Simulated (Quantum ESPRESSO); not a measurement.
# Ni (P6_3/mmc) in Quantum ESPRESSO: reference runs

How does Ni come out in PBEsol? The cell is run as given and disturbed.

All numbers are computed with Quantum ESPRESSO 7.5; they aren't measurements. Logs are shortened: lines on timing, memory, paths and dates and some standing lists are left out, and cuts for length are marked.

### Step 1. Starting point

The structure is hexagonal, space group P6_3/mmc (No. 194). Conventional cell: a = 2.448 Å, b = 2.448 Å, c = 4.073 Å, α = 90.00°, β = 90.00°, γ = 120.00°. Ni (site symmetry -6m2) is surrounded by 12 Ni at 2.45 to 2.48 Å.

This isn't the form of Ni at room conditions, which is fcc.

### Step 2. Single point, PBEsol, collinear spin, ferromagnetic start

The input, pw.in:

```
&CONTROL
  calculation = 'scf'
  prefix = 'pwscf'
  outdir = './tmp'
  pseudo_dir = './pseudo'
  tprnfor = .true.
  tstress = .true.
  disk_io = 'low'
/
&SYSTEM
  ibrav = 0
  celldm(1) = 8
  nat = 2
  ntyp = 1
  ecutwfc = 45
  ecutrho = 360
  nbnd = 29
  occupations = 'smearing'
  smearing = 'fd'
  degauss = 0.00367493
  nspin = 2
  starting_magnetization(1) = 0.0556
/
&ELECTRONS
  conv_thr = 4d-10
  electron_maxstep = 120
  mixing_beta = 0.3
/
ATOMIC_SPECIES
Ni    58.6934 ni_pbesol_v1.4.uspp.F.UPF
CELL_PARAMETERS alat
  0.5782616029568   0.0000000000000   0.0000000000000
 -0.2891308014784   0.5007892382077   0.0000000000000
  0.0000000000000   0.0000000000000   0.9620613582003
ATOMIC_POSITIONS crystal
Ni     0.6666666667    0.3333333333    0.7500000000
Ni     0.3333333333    0.6666666667    0.2500000000
K_POINTS automatic
12 12 7 0 0 0
```

The input, pp_density.in:

```
&INPUTPP
  prefix = 'pwscf'
  outdir = './tmp'
  filplot = 'density.dat'
  plot_num = 0
/
&PLOT
  nfile = 1
  filepp(1) = 'density.dat'
  iflag = 3
  output_format = 6
  fileout = 'density.cube'
/
```

The input, pp_potential.in:

```
&INPUTPP
  prefix = 'pwscf'
  outdir = './tmp'
  filplot = 'potential.dat'
  plot_num = 11
/
&PLOT
  nfile = 1
  filepp(1) = 'potential.dat'
  iflag = 3
  output_format = 6
  fileout = 'potential.cube'
/
```

The input, pp_spin.in:

```
&INPUTPP
  prefix = 'pwscf'
  outdir = './tmp'
  filplot = 'spin.dat'
  plot_num = 6
/
&PLOT
  nfile = 1
  filepp(1) = 'spin.dat'
  iflag = 3
  output_format = 6
  fileout = 'spin.cube'
/
```

Potentials or basis: GBRV 1.5 PBEsol.

Command:

```bash
$ OMP_NUM_THREADS=1 mpirun -n 2 pw.x -nk 2 -in pw.in > pw.out
$ OMP_NUM_THREADS=1 mpirun -n 1 pp.x -in pp_density.in > pp_density.out
$ OMP_NUM_THREADS=1 mpirun -n 1 pp.x -in pp_potential.in > pp_potential.out
$ OMP_NUM_THREADS=1 mpirun -n 1 pp.x -in pp_spin.in > pp_spin.out
```

pw.out:

```text
This program is part of the open-source Quantum ESPRESSO suite
     for quantum simulation of materials; please cite
[... 13 lines left out ...]
     --------------------
     sticks:   dense  smooth     PW     G-vecs:    dense   smooth      PW
     Sum         517     265     85                16451     5757    1099

     Using Slab Decomposition

     bravais-lattice index     =            0
     lattice parameter (alat)  =       8.0000  a.u.
     unit-cell volume          =     142.6435 (a.u.)^3
     number of atoms/cell      =            2
     number of atomic types    =            1
     number of electrons       =        36.00
     number of Kohn-Sham states=           29
     kinetic-energy cutoff     =      45.0000  Ry
     charge density cutoff     =     360.0000  Ry
     scf convergence threshold =      4.0E-10
     mixing beta               =       0.3000
     number of iterations used =            8  plain     mixing
     Exchange-correlation= SLA  PW   PSX  PSC
                           (   1   4  10   8   0   0   0)

     celldm(1)=   8.000000  celldm(2)=   0.000000  celldm(3)=   0.000000
     celldm(4)=   0.000000  celldm(5)=   0.000000  celldm(6)=   0.000000

     crystal axes: (cart. coord. in units of alat)
               a(1) = (   0.578262   0.000000   0.000000 )
               a(2) = (  -0.289131   0.500789   0.000000 )
               a(3) = (   0.000000   0.000000   0.962061 )

     reciprocal axes: (cart. coord. in units 2 pi/alat)
               b(1) = (  1.729321  0.998424 -0.000000 )
               b(2) = (  0.000000  1.996848  0.000000 )
               b(3) = (  0.000000 -0.000000  1.039435 )

     PseudoPot. # 1 for Ni read from file:
     ni_pbesol_v1.4.uspp.F.UPF
     Pseudo is Ultrasoft + core correction, Zval = 18.0
     Generated by new atomic code, or converted to UPF format
     Using radial grid of  865 points,  6 beta functions with:
                l(1) =   0
                l(2) =   0
                l(3) =   1
                l(4) =   1
                l(5) =   2
                l(6) =   2
     Q(r) pseudized with 10 coefficients,  rinner =    0.980   0.980   0.980
                                                       0.980   0.980

     atomic species   valence    mass     pseudopotential
     Ni               18.00    58.69340     Ni( 1.00)

     Starting magnetic structure
     atomic species   magnetization
     Ni              0.056

     24 Sym. Ops., with inversion, found (12 have fractional translation)

   Cartesian axes

     site n.     atom                  positions (alat units)
         1        Ni     tau(   1) = (   0.2891308   0.1669297   0.7215460  )
         2        Ni     tau(   2) = (  -0.0000000   0.3338595   0.2405153  )

     number of k points=    76  Fermi-Dirac smearing, width (Ry)=  0.0037
                       cart. coord. in units 2pi/alat
        k(    1) = (   0.0000000   0.0000000   0.0000000), wk =   0.0009921
        k(    2) = (   0.0000000   0.0000000   0.1484907), wk =   0.0019841
        k(    3) = (   0.0000000   0.0000000   0.2969814), wk =   0.0019841
        k(    4) = (   0.0000000   0.0000000   0.4454720), wk =   0.0019841
        k(    5) = (   0.0000000   0.1664040   0.0000000), wk =   0.0059524
        k(    6) = (   0.0000000   0.1664040   0.1484907), wk =   0.0119048
[... 68 lines left out ...]
        k(   75) = (   0.5764404   0.9984240   0.2969814), wk =   0.0039683
        k(   76) = (   0.5764404   0.9984240   0.4454720), wk =   0.0039683

     Dense  grid:    16451 G-vectors     FFT dimensions: (  27,  27,  48)

     Smooth grid:     5757 G-vectors     FFT dimensions: (  20,  20,  36)

     Check: negative core charge=   -0.000008
     Generating pointlists ...
     new r_m :   0.2385 (alat units)  1.9083 (a.u.) for type    1

     Initial potential from superposition of free atoms

     starting charge      32.0000, renormalised to      36.0000
     Starting wfcs are   26 randomized atomic wfcs +    3 random wfcs

     Self-consistent Calculation

     iteration #  1     ecut=    45.00 Ry     beta= 0.30
     Davidson diagonalization with overlap
     ethr =  1.00E-02,  avg # of iterations =  5.8

     total energy              =    -673.99255954 Ry
     estimated scf accuracy    <      61.47188315 Ry

     total magnetization       =     0.33 Bohr mag/cell
     absolute magnetization    =     0.40 Bohr mag/cell

     iteration #  2     ecut=    45.00 Ry     beta= 0.30
     Davidson diagonalization with overlap
     ethr =  1.00E-02,  avg # of iterations =  3.0

     total energy              =    -685.77517813 Ry
     estimated scf accuracy    <       1.88001010 Ry

     total magnetization       =     0.86 Bohr mag/cell
     absolute magnetization    =     1.01 Bohr mag/cell

     iteration #  3     ecut=    45.00 Ry     beta= 0.30
     Davidson diagonalization with overlap
     ethr =  5.22E-03,  avg # of iterations =  2.1

     total energy              =    -686.15075807 Ry
     estimated scf accuracy    <       0.10783921 Ry

     total magnetization       =     1.44 Bohr mag/cell
     absolute magnetization    =     1.55 Bohr mag/cell

     iteration #  4     ecut=    45.00 Ry     beta= 0.30
     Davidson diagonalization with overlap
     ethr =  3.00E-04,  avg # of iterations =  2.7

     total energy              =    -686.17000831 Ry
     estimated scf accuracy    <       0.01279509 Ry

     total magnetization       =     1.31 Bohr mag/cell
     absolute magnetization    =     1.45 Bohr mag/cell

     iteration #  5     ecut=    45.00 Ry     beta= 0.30
     Davidson diagonalization with overlap
     ethr =  3.55E-05,  avg # of iterations =  2.5

     total energy              =    -686.17255190 Ry
     estimated scf accuracy    <       0.00079616 Ry
[... 48 lines left out ...]
     total energy              =    -686.17264202 Ry
     estimated scf accuracy    <       0.00000016 Ry

     total magnetization       =     1.35 Bohr mag/cell
     absolute magnetization    =     1.53 Bohr mag/cell

     iteration # 11     ecut=    45.00 Ry     beta= 0.30
     Davidson diagonalization with overlap
     ethr =  4.49E-10,  avg # of iterations =  1.5

     total energy              =    -686.17264205 Ry
     estimated scf accuracy    <          9.8E-09 Ry

     total magnetization       =     1.35 Bohr mag/cell
     absolute magnetization    =     1.53 Bohr mag/cell

     iteration # 12     ecut=    45.00 Ry     beta= 0.30
     Davidson diagonalization with overlap
     ethr =  2.73E-11,  avg # of iterations =  1.5

     total energy              =    -686.17264206 Ry
     estimated scf accuracy    <          1.3E-09 Ry

     total magnetization       =     1.35 Bohr mag/cell
     absolute magnetization    =     1.53 Bohr mag/cell

     iteration # 13     ecut=    45.00 Ry     beta= 0.30
     Davidson diagonalization with overlap
     ethr =  3.54E-12,  avg # of iterations =  1.5

     Magnetic moment per site  (integrated on atomic sphere of radius R)
     atom   1 (R=0.239)  charge= 16.6366  magn=  0.7152
     atom   2 (R=0.239)  charge= 16.6366  magn=  0.7152

     End of self-consistent calculation

     Number of k-points >= 100: set verbosity='high' to print the bands.

     the Fermi energy is    18.4040 ev

!    total energy              =    -686.17264206 Ry
     estimated scf accuracy    <          2.0E-12 Ry
     smearing contrib. (-TS)   =      -0.00249978 Ry
     internal energy E=F+TS    =    -686.17014229 Ry

     The total energy is F=E-TS. E is the sum of the following terms:
     one-electron contribution =    -376.29022091 Ry
     hartree contribution      =     211.79967163 Ry
     xc contribution           =     -70.40719523 Ry
     ewald contribution        =    -451.27239777 Ry

     total magnetization       =     1.35 Bohr mag/cell
     absolute magnetization    =     1.53 Bohr mag/cell

     convergence has been achieved in  13 iterations

     Forces acting on atoms (cartesian axes, Ry/au):

     atom    1 type  1   force =     0.00000000    0.00000000    0.00000000
     atom    2 type  1   force =     0.00000000   -0.00000000    0.00000000

     Total force =     0.000000     Total SCF correction =     0.000000

     Computing stress (Cartesian axis) and pressure

          total   stress  (Ry/bohr**3)                   (kbar)     P=      -31.37
  -0.00011924  -0.00000000   0.00000000          -17.54       -0.00        0.00
  -0.00000000  -0.00011924   0.00000000           -0.00      -17.54        0.00
   0.00000000   0.00000000  -0.00040126            0.00        0.00      -59.03

=------------------------------------------------------------------------------=
   JOB DONE.
=------------------------------------------------------------------------------=
```

Wall time 31 s (2 MPI ranks of Intel Xeon Platinum 8259CL at 2.50GHz (Skylake/Cascade Lake), shared host); peak memory 0.2 GiB.

What came out:

```yaml
Free_energy: -9335.8544 eV
Pressure: -3.1 GPa
Band_gap_on_the_k_mesh: none (metal or under the smearing width)
Net_moment: 1.35 μB per cell
Absolute_moment: 1.53 μB per cell
Site_moments: Ni +0.72 μB
Valence_electrons_inside_the_program's_atomic_spheres: Ni 16.64
```

### Step 3. Single point, PBEsol, collinear spin, ferromagnetic start (atoms moved at random, drawn with an rms of 0.05 Å)

The input, pw.in:

```
&CONTROL
  calculation = 'scf'
  prefix = 'pwscf'
  outdir = './tmp'
  pseudo_dir = './pseudo'
  tprnfor = .true.
  tstress = .true.
  disk_io = 'nowf'
/
&SYSTEM
  ibrav = 0
  nat = 2
  ntyp = 1
  ecutwfc = 45
  ecutrho = 360
  nbnd = 29
  occupations = 'smearing'
  smearing = 'fd'
  degauss = 0.00367493
  nspin = 2
  starting_magnetization(1) = 0.0556
/
&ELECTRONS
  conv_thr = 4d-10
  electron_maxstep = 120
  mixing_beta = 0.3
/
ATOMIC_SPECIES
Ni    58.6934 ni_pbesol_v1.4.uspp.F.UPF
CELL_PARAMETERS angstrom
   2.4480228978    0.0000000000    0.0000000000
  -1.2240114489    2.1200500186    0.0000000000
   0.0000000000    0.0000000000    4.0728075700
ATOMIC_POSITIONS crystal
Ni     0.6727700000    0.3354790000    0.7554090000
Ni     0.3421770000    0.6583580000    0.2444720000
K_POINTS automatic
12 12 7 0 0 0
```

Potentials or basis: GBRV 1.5 PBEsol.

Command:

```bash
$ OMP_NUM_THREADS=1 mpirun -n 2 pw.x -nk 2 -in pw.in > pw.out
```

pw.out:

```text
This program is part of the open-source Quantum ESPRESSO suite
     for quantum simulation of materials; please cite
[... 10 lines left out ...]
     --------------------
     sticks:   dense  smooth     PW     G-vecs:    dense   smooth      PW
     Sum         517     265     85                16451     5757    1099

     Using Slab Decomposition

     bravais-lattice index     =            0
     lattice parameter (alat)  =       4.6261  a.u.
     unit-cell volume          =     142.6435 (a.u.)^3
     number of atoms/cell      =            2
     number of atomic types    =            1
     number of electrons       =        36.00
     number of Kohn-Sham states=           29
     kinetic-energy cutoff     =      45.0000  Ry
     charge density cutoff     =     360.0000  Ry
     scf convergence threshold =      4.0E-10
     mixing beta               =       0.3000
     number of iterations used =            8  plain     mixing
     Exchange-correlation= SLA  PW   PSX  PSC
                           (   1   4  10   8   0   0   0)

[... 197 lines left out ...]
     atom   2 (R=0.409)  charge= 16.5869  magn=  0.7166

     End of self-consistent calculation

     Number of k-points >= 100: set verbosity='high' to print the bands.

     the Fermi energy is    18.4047 ev

!    total energy              =    -686.17191905 Ry
     estimated scf accuracy    <          1.5E-10 Ry
     smearing contrib. (-TS)   =      -0.00248830 Ry
     internal energy E=F+TS    =    -686.16943075 Ry

     The total energy is F=E-TS. E is the sum of the following terms:
     one-electron contribution =    -376.66141647 Ry
     hartree contribution      =     211.98383828 Ry
     xc contribution           =     -70.40859044 Ry
     ewald contribution        =    -451.08326212 Ry

     total magnetization       =     1.35 Bohr mag/cell
     absolute magnetization    =     1.53 Bohr mag/cell

     convergence has been achieved in  14 iterations

     Forces acting on atoms (cartesian axes, Ry/au):

     atom    1 type  1   force =     0.00153085   -0.00162975   -0.01580521
     atom    2 type  1   force =    -0.00153085    0.00162975    0.01580521

     Total force =     0.022575     Total SCF correction =     0.000109

     Computing stress (Cartesian axis) and pressure

          total   stress  (Ry/bohr**3)                   (kbar)     P=      -28.41
  -0.00008059  -0.00002250  -0.00000716          -11.85       -3.31       -1.05
  -0.00002250  -0.00013064   0.00000757           -3.31      -19.22        1.11
  -0.00000716   0.00000757  -0.00036819           -1.05        1.11      -54.16

=------------------------------------------------------------------------------=
   JOB DONE.
=------------------------------------------------------------------------------=
```

Wall time 2.7 min (2 MPI ranks of Intel Xeon Platinum 8259CL at 2.50GHz (Skylake/Cascade Lake), shared host); peak memory 0.48 GiB.

Results:

* Free energy: -9335.8446 eV
* Pressure: -2.8 GPa
* Largest force: 0.410 eV/Å
* Band gap on the k mesh: none (metal or under the smearing width)
* Net moment: 1.35 μB per cell
* Absolute moment: 1.53 μB per cell
* Site moments: Ni +0.72 μB
* Valence electrons inside the program's atomic spheres: Ni 16.59

Forces on the atoms (eV/Å):
```
Ni   0.039 -0.042 -0.406
Ni  -0.039  0.042  0.406
```
